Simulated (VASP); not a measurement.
# NaI (Fm-3m) in VASP: notebook

The runs below take NaI through band structure, evGW0 quasiparticle levels, with SCAN, rSCAN, PBE0, PBE.

All numbers are computed with VASP 6.6.1; they aren't measurements. Logs are shortened: lines on timing, memory, paths and dates and some standing lists are left out, and cuts for length are marked.

**1. The crystal as given**

It takes space group Fm-3m (No. 225, cubic). Conventional cell: a = 6.473 Å, b = 6.473 Å, c = 6.473 Å, α = 90.00°, β = 90.00°, γ = 90.00°. Around I (site symmetry m-3m) lie 6 Na at 3.24 Å. Around Na (site symmetry m-3m) lie 6 I at 3.24 Å.

**2. Band structure, SCAN**

Contents of INCAR:

```
SYSTEM = NaI
PREC = Accurate
ENCUT = 520
EDIFF = 1E-6
ISMEAR = -1
SIGMA = 0.05
LREAL = .FALSE.
LASPH = .TRUE.
NELM = 80
ALGO = Normal
ISIF = 2
LWAVE = .FALSE.
LCHARG = .FALSE.
METAGGA = SCAN
LMIXTAU = .TRUE.
NBANDS = 14
```

Contents of KPOINTS:

```
regular mesh
0
G
  7 7 7
  0 0 0
```

Contents of POSCAR:

```
NaI
1.0
    0.0000000000      3.2364000000      3.2364000000
    3.2364000000      0.0000000000      3.2364000000
    3.2364000000      3.2364000000      0.0000000000
I Na
1 1
Direct
    0.5000000000      0.5000000000      0.5000000000
    0.0000000000      0.0000000000      0.0000000000
```

Contents of KPOINTS_OPT:

```
path GXWKGLUWLK,UX
20
line-mode
reciprocal
 0.0000000000  0.0000000000  0.0000000000  G
 0.5000000000  0.0000000000  0.5000000000  X

 0.5000000000  0.0000000000  0.5000000000  X
 0.5000000000  0.2500000000  0.7500000000  W

 0.5000000000  0.2500000000  0.7500000000  W
 0.3750000000  0.3750000000  0.7500000000  K

 0.3750000000  0.3750000000  0.7500000000  K
 0.0000000000  0.0000000000  0.0000000000  G

 0.0000000000  0.0000000000  0.0000000000  G
 0.5000000000  0.5000000000  0.5000000000  L

 0.5000000000  0.5000000000  0.5000000000  L
 0.6250000000  0.2500000000  0.6250000000  U

 0.6250000000  0.2500000000  0.6250000000  U
 0.5000000000  0.2500000000  0.7500000000  W

 0.5000000000  0.2500000000  0.7500000000  W
 0.5000000000  0.5000000000  0.5000000000  L

 0.5000000000  0.5000000000  0.5000000000  L
 0.3750000000  0.3750000000  0.7500000000  K

 0.6250000000  0.2500000000  0.6250000000  U
 0.5000000000  0.0000000000  0.5000000000  X
```

Potentials or basis: VASP PAW PBE potentials, release 64 (I, Na_pv).

The run is started by

```
> cat potpaw_PBE.64/I/POTCAR potpaw_PBE.64/Na_pv/POTCAR > POTCAR
> mpirun -np 1 vasp_std > vasp.out
```

OUTCAR:

```text
SYSTEM = NaI
   PREC = Accurate
   ENCUT = 520
   EDIFF = 1E-6
   ISMEAR = -1
   LREAL = .FALSE.
   LASPH = .TRUE.
   NELM = 80
   ISIF = 2
   METAGGA = SCAN

 ion  position               nearest neighbor table
   1  0.500  0.500  0.500-
   2  0.000  0.000  0.000-

  LATTYP: Found a face centered cubic cell.
 ALAT       =     6.4728000000

  Lattice vectors:

 A1 = (   0.0000000000,   3.2364000000,   3.2364000000)
 A2 = (   3.2364000000,   0.0000000000,   3.2364000000)
 A3 = (   3.2364000000,   3.2364000000,   0.0000000000)

Analysis of symmetry for initial positions (statically):
=====================================================================
 Subroutine PRICEL returns:
 Original cell was already a primitive cell.

 Routine SETGRP: Setting up the symmetry group for a
 face centered cubic supercell.

 Subroutine GETGRP returns: Found 48 space group operations
 (whereof 48 operations were pure point group operations)
 out of a pool of 48 trial point group operations.

The static configuration has the point symmetry O_h .

Analysis of symmetry for dynamics (positions and initial velocities):
=====================================================================
 Subroutine PRICEL returns:
 Original cell was already a primitive cell.

 Routine SETGRP: Setting up the symmetry group for a
 face centered cubic supercell.

 Subroutine GETGRP returns: Found 48 space group operations
 (whereof 48 operations were pure point group operations)
 out of a pool of 48 trial point group operations.

The dynamic configuration has the point symmetry O_h .

 Subroutine INISYM returns: Found 48 space group operations
 (whereof 48 operations are pure point group operations),
 and found     1 'primitive' translations

----------------------------------------------------------------------------------------

                                     Primitive cell

  volume of cell :      67.7980

  direct lattice vectors                    reciprocal lattice vectors
     0.000000000  3.236400000  3.236400000    -0.154492646  0.154492646  0.154492646
     3.236400000  0.000000000  3.236400000     0.154492646 -0.154492646  0.154492646
     3.236400000  3.236400000  0.000000000     0.154492646  0.154492646 -0.154492646

  length of vectors
     4.576960773  4.576960773  4.576960773     0.267589113  0.267589113  0.267589113

  position of ions in fractional coordinates (direct lattice)
     0.500000000  0.500000000  0.500000000
     0.000000000  0.000000000  0.000000000

  ion indices of the primitive-cell ions
   primitive index   ion index
                 1           1
                 2           2

----------------------------------------------------------------------------------------

 KPOINTS: regular mesh

Automatic generation of k-mesh.
 Grid dimensions read from file:
 generate k-points for:    7    7    7

 Generating k-lattice:

  Cartesian coordinates                     Fractional coordinates (reciprocal lattice)
    -0.022070378  0.022070378  0.022070378     0.142857143  0.000000000  0.000000000
     0.022070378 -0.022070378  0.022070378     0.000000000  0.142857143  0.000000000
     0.022070378  0.022070378 -0.022070378     0.000000000  0.000000000  0.142857143

  Length of vectors
     0.038227016  0.038227016  0.038227016

  Shift w.r.t. Gamma in fractional coordinates (k-lattice)
     0.000000000  0.000000000  0.000000000

 Subroutine IBZKPT returns following result:
 ===========================================

 Found     20 irreducible k-points:

 Following reciprocal coordinates:
            Coordinates               Weight
  0.000000  0.000000  0.000000      1.000000
  0.142857  0.000000  0.000000      8.000000
  0.285714  0.000000  0.000000      8.000000
  0.428571  0.000000  0.000000      8.000000
  0.142857  0.142857  0.000000      6.000000
  0.285714  0.142857  0.000000     24.000000
[... 12 lines left out ...]
 -0.428571  0.428571  0.142857     24.000000
 -0.285714  0.428571  0.142857     24.000000
   k-points           NKPTS =     20   k-points in BZ     NKDIM =     20   number of bands    NBANDS=     14
   number of dos      NEDOS =    301   number of ions     NIONS =      2
   total plane-waves  NPLWV =  46656
   dimension x,y,z NGX =    36 NGY =   36 NGZ =   36
   dimension x,y,z NGXF=    72 NGYF=   72 NGZF=   72
   ions per type =               1   1
   NGX,Y,Z   is equivalent  to a cutoff of  13.08, 13.08, 13.08 a.u.
   NGXF,Y,Z  is equivalent  to a cutoff of  26.15, 26.15, 26.15 a.u.
 SYSTEM =  NaI
   PREC   = accura    normal or accurate (medium, high low for compatibility)
   ISTART =      0    job   : 0-new  1-cont  2-samecut
   ICHARG =      2    charge: 1-file 2-atom 10-const
   ISPIN  =      1    spin polarized calculation?
   LNONCOLLINEAR =      F non collinear calculations
   LSORBIT =      F    spin-orbit coupling
   LASPH  =      T    aspherical Exc in radial PAW
   ENCUT  =  520.0 eV  38.22 Ry    6.18 a.u.   8.51  8.51  8.51*2*pi/ulx,y,z
   NELM   =     80;   NELMIN=  2; NELMDL= -5     # of ELM steps
   EDIFF  = 0.1E-05   stopping-criterion for ELM
   LREAL  =      F    real-space projection
   EDIFFG = 0.1E-04   stopping-criterion for IOM
   NSW    =      0    number of steps for IOM
   IBRION =     -1    ionic relax: 0-MD 1-quasi-New 2-CG
   NFREE  =      0    steps in history (QN), initial steepest desc. (CG)
   ISIF   =      2    stress and relaxation
   ISYM   =      2    0-nonsym 1-usesym 2-fastsym
   POTIM  = 0.5000    time-step for ionic-motion
   TEBEG  =    0.0;   TEEND  =   0.0 temperature during run
   PSTRESS=    0.0 pullay stress
   NELECT =      14.0000    total number of electrons
   NUPDOWN=      -1.0000    fix difference up-down
   EMIN   =  10.00;   EMAX   =-10.00  energy-range for DOS
   EFERMI =   0.00;   METHOD = LEGACY
   ISMEAR =    -1;   SIGMA  =   0.05  broadening in eV -4-tet -1-fermi 0-gaus
   EFERMI_NEDOS =   21; number of points for ismear=-14 and -15
   IALGO  =     38    algorithm
   IMIX   =      4    mixing-type and parameters
     AMIX     =   0.40;   BMIX     =  1.00
     AMIX_MAG =   1.60;   BMIX_MAG =  1.00
  volume/ion in A,a.u.               =      33.90       228.76
  Fermi-wavevector in a.u.,A,eV,Ry     =   0.967636  1.828567 12.739397  0.936319
  Thomas-Fermi vector in A             =   2.097538
   LORBIT       =      0    0 simple, 1 ext, 2 COOP (PROOUT), +10 PAW based schemes
   METAGGA = SCAN    functional components
   LHFCALC =     F    Hartree Fock is set to
   AEXX    =    0.0000 exact exchange contribution
   IVDW    =     0    specifies the selected vdW correction
   LEPSILON=     F    determine dielectric tensor
   LRPA    =     F    only Hartree local field effects (RPA)
 non-spin polarized calculation
  energy-cutoff  :      520.00
  volume of cell :       67.80
 maximum number of plane-waves:      1841
 NGX is ok and might be reduce to    36
   NGX = 17   NGY = 17   NGZ = 17

 number of electron      13.9999993 magnetization

 Free energy of the ion-electron system (eV)
  ---------------------------------------------------
  ext. energy  EPLUGINS =         0.00000000
  ---------------------------------------------------
  free energy    TOTEN  =       -43.79460419 eV

  energy without entropy =      -43.79460419  energy(sigma->0) =      -43.79460419

 E-fermi :   1.4905     XC(G=0):  -8.0982

 val. band max:        0.4670732594   @ k =   0.0000   0.0000   0.0000
 cond. band min:       4.8474525796   @ k =   0.0000   0.0000   0.0000
 fundamental gap:      4.3803793201
 Fermi energy:         1.4904995678

 k-point     1 :       0.0000    0.0000    0.0000
  band No.  band energies     occupation
      1     -22.8211      2.00000
      2     -22.8210      2.00000
      3     -22.8210      2.00000
      4     -10.9366      2.00000
      5       0.4670      2.00000
      6       0.4670      2.00000
      7       0.4671      2.00000
      8       4.8475      0.00000
      9       8.9707      0.00000
     10       8.9707      0.00000
     11       8.9707      0.00000
     12      10.8549      0.00000
     13      10.8549      0.00000
     14      11.5263      0.00000

 k-point     2 :       0.1429    0.0000    0.0000
  band No.  band energies     occupation
      1     -22.8220      2.00000
      2     -22.8211      2.00000
      3     -22.8210      2.00000
      4     -10.8784      2.00000
      5      -0.0878      2.00000
      6       0.4075      2.00000
      7       0.4075      2.00000
      8       5.4714      0.00000
      9       8.5407      0.00000
     10       9.1627      0.00000
     11       9.1627      0.00000
     12      10.4031      0.00000
     13      10.4031      0.00000
     14      12.1764      0.00000

 k-point     3 :       0.2857    0.0000    0.0000
  band No.  band energies     occupation
      1     -22.8241      2.00000
      2     -22.8212      2.00000
      3     -22.8212      2.00000
      4     -10.7413      2.00000
      5      -1.0294      2.00000
      6       0.2807      2.00000
      7       0.2808      2.00000
      8       6.1555      0.00000
      9       8.8197      0.00000
     10       8.9437      0.00000
     11       8.9437      0.00000
     12      10.9625      0.00000
     13      10.9625      0.00000
     14      11.5632      0.00000
[... 256 lines left out ...]
 k-point    19 :      -0.4286    0.4286    0.1429
  band No.  band energies     occupation
      1     -22.8244      2.00000
      2     -22.8229      2.00000
      3     -22.8224      2.00000
      4     -10.5352      2.00000
      5      -1.2846      2.00000
      6      -0.5349      2.00000
      7      -0.3234      2.00000
      8       6.4357      0.00000
      9       7.2863      0.00000
     10       9.3199      0.00000
     11      10.6512      0.00000
     12      12.4125      0.00000
     13      13.3798      0.00000
     14      14.4190      0.00000

 k-point    20 :      -0.2857    0.4286    0.1429
  band No.  band energies     occupation
      1     -22.8238      2.00000
      2     -22.8238      2.00000
      3     -22.8223      2.00000
      4     -10.5228      2.00000
      5      -1.0422      2.00000
      6      -0.9691      2.00000
      7      -0.2943      2.00000
      8       6.8634      0.00000
      9       8.0787      0.00000
     10       9.0009      0.00000
     11       9.4753      0.00000
     12      12.2641      0.00000
     13      12.8404      0.00000
     14      14.9813      0.00000

------------------------ aborting loop because EDIFF is reached ----------------------------------------

  FORCE on cell =-STRESS in cart. coord.  units (eV):
  Direction    XX          YY          ZZ          XY          YZ          ZX
  --------------------------------------------------------------------------------------
  -------------------------------------------------------------------------------------
  Total       -0.1867027     -0.1867027     -0.1867027     -0.0000000     -0.0000000     -0.0000000
  in kB       -4.4120921     -4.4120921     -4.4120921     -0.0000000     -0.0000000     -0.0000000
  external PRESSURE =      -4.4120921 kB  Pullay stress =       0.0000000 kB

 VOLUME and BASIS-vectors are now :
 -----------------------------------------------------------------------------
  energy-cutoff  :      520.00
  volume of cell :       67.80
      direct lattice vectors                 reciprocal lattice vectors
     0.000000000  3.236400000  3.236400000    -0.154492646  0.154492646  0.154492646
     3.236400000  0.000000000  3.236400000     0.154492646 -0.154492646  0.154492646
     3.236400000  3.236400000  0.000000000     0.154492646  0.154492646 -0.154492646

 POSITION                                       TOTAL-FORCE (eV/Angst)
 -----------------------------------------------------------------------------------
      3.23640      3.23640      3.23640        -0.000000      0.000000     -0.000000
      0.00000      0.00000      0.00000         0.000000      0.000000      0.000000
 -----------------------------------------------------------------------------------
    total drift:                                0.000000      0.000000      0.000000

  FREE ENERGIE OF THE ION-ELECTRON SYSTEM (eV)
  ---------------------------------------------------
  free  energy   TOTEN  =       -43.7946041926 eV

  energy  without entropy=      -43.7946041925  energy(sigma->0) =      -43.79460419
```

It took 3.4 min on 1 thread of Intel Xeon 6975P-C (Granite Rapids), shared host; peak memory 0.21 GiB.

Results:

* Free energy: -43.7946 eV
* Pressure: -0.4 GPa
* Band gap on the k mesh: 4.38 eV, direct
* Band gap along the path: 4.38 eV, direct

Levels at the corners of the path, in eV from the valence-band top:
| point | band 3 | band 4 | band 5 | band 6 | band 7 | band 8 | band 9 | band 10 | band 11 | band 12 |
| --- | --- | --- | --- | --- | --- | --- | --- | --- | --- | --- |
| Γ | -23.29 | -11.40 | 0.00 | 0.00 | 0.00 | 4.38 | 8.50 | 8.50 | 8.50 | 10.39 |
| X | -23.29 | -10.99 | -1.93 | -0.76 | -0.76 | 5.18 | 6.02 | 10.65 | 12.22 | 12.22 |
| X | -23.29 | -10.99 | -1.93 | -0.76 | -0.76 | 5.18 | 6.02 | 10.65 | 12.22 | 12.22 |
| W | -23.29 | -10.98 | -1.43 | -1.43 | -0.93 | 6.53 | 8.05 | 8.05 | 8.63 | 12.88 |
| W | -23.29 | -10.98 | -1.43 | -1.43 | -0.93 | 6.53 | 8.05 | 8.05 | 8.63 | 12.88 |
| K | -23.29 | -10.99 | -1.66 | -1.35 | -0.61 | 5.86 | 7.25 | 9.35 | 9.93 | 10.85 |
| K | -23.29 | -10.99 | -1.66 | -1.35 | -0.61 | 5.86 | 7.25 | 9.35 | 9.93 | 10.85 |
| Γ | -23.29 | -11.40 | 0.00 | 0.00 | 0.00 | 4.38 | 8.50 | 8.50 | 8.50 | 10.39 |
| Γ | -23.29 | -11.40 | 0.00 | 0.00 | 0.00 | 4.38 | 8.50 | 8.50 | 8.50 | 10.39 |
| L | -23.29 | -11.07 | -2.19 | -0.30 | -0.30 | 5.67 | 8.07 | 8.07 | 9.68 | 11.00 |
| L | -23.29 | -11.07 | -2.19 | -0.30 | -0.30 | 5.67 | 8.07 | 8.07 | 9.68 | 11.00 |
| U | -23.29 | -10.99 | -1.66 | -1.35 | -0.61 | 5.86 | 7.25 | 9.35 | 9.93 | 10.85 |
| U | -23.29 | -10.99 | -1.66 | -1.35 | -0.61 | 5.86 | 7.25 | 9.35 | 9.93 | 10.85 |
| W | -23.29 | -10.98 | -1.43 | -1.43 | -0.93 | 6.53 | 8.05 | 8.05 | 8.63 | 12.88 |
| W | -23.29 | -10.98 | -1.43 | -1.43 | -0.93 | 6.53 | 8.05 | 8.05 | 8.63 | 12.88 |
| L | -23.29 | -11.07 | -2.19 | -0.30 | -0.30 | 5.67 | 8.07 | 8.07 | 9.68 | 11.00 |
| L | -23.29 | -11.07 | -2.19 | -0.30 | -0.30 | 5.67 | 8.07 | 8.07 | 9.68 | 11.00 |
| K | -23.29 | -10.99 | -1.66 | -1.35 | -0.61 | 5.86 | 7.25 | 9.35 | 9.93 | 10.85 |
| U | -23.29 | -10.99 | -1.66 | -1.35 | -0.61 | 5.86 | 7.25 | 9.35 | 9.93 | 10.85 |
| X | -23.29 | -10.99 | -1.93 | -0.76 | -0.76 | 5.18 | 6.02 | 10.65 | 12.22 | 12.22 |

Caveat: the PAW data sets were made with another functional, which shifts forces and pressure a little; spin-orbit coupling is left out, which moves the levels of the heavy elements. SCAN opens gaps a little over a GGA but as a rule still falls short of measured ones.

**3. Band structure, SCAN, spin-orbit coupling, no magnetisation**

Contents of INCAR:

```
  PREC = Accurate
  ENCUT = 520
  EDIFF = 1E-6
  ISMEAR = -1
  SIGMA = 0.05
  LREAL = F
  LASPH = T
  NELM = 100
  ALGO = Normal
  ISIF = 2
  LWAVE = F
  LCHARG = F
  MAGMOM = 0 0 0 0 0 0
  LORBIT = 11
  LSORBIT = T
  GGA_COMPAT = F
  METAGGA = SCAN
  LMIXTAU = T
  NBANDS = 26
```

Contents of KPOINTS:

```
regular mesh
0
Gamma
  5 5 5
```

POSCAR is that of step 2.

KPOINTS_OPT is that of step 2.

Potentials or basis: VASP PAW PBE potentials, release 64 (I, Na_pv).

The run is started by

```
> cat potpaw_PBE.64/I/POTCAR potpaw_PBE.64/Na_pv/POTCAR > POTCAR
> mpirun -np 1 vasp_ncl > vasp.out
```

It took 33 min on 1 thread of Intel Xeon 6975P-C (Granite Rapids), shared host; peak memory 0.46 GiB.

The run converged. Its results:

```yaml
Free_energy: -43.9093 eV
Pressure: -0.4 GPa
Valence_electrons_inside_the_program's_atomic_spheres: I 4.38; Na 6.01
```

Caveat: the PAW data sets were made with another functional, which shifts forces and pressure a little.

(Part 1 of 3 ends here.)
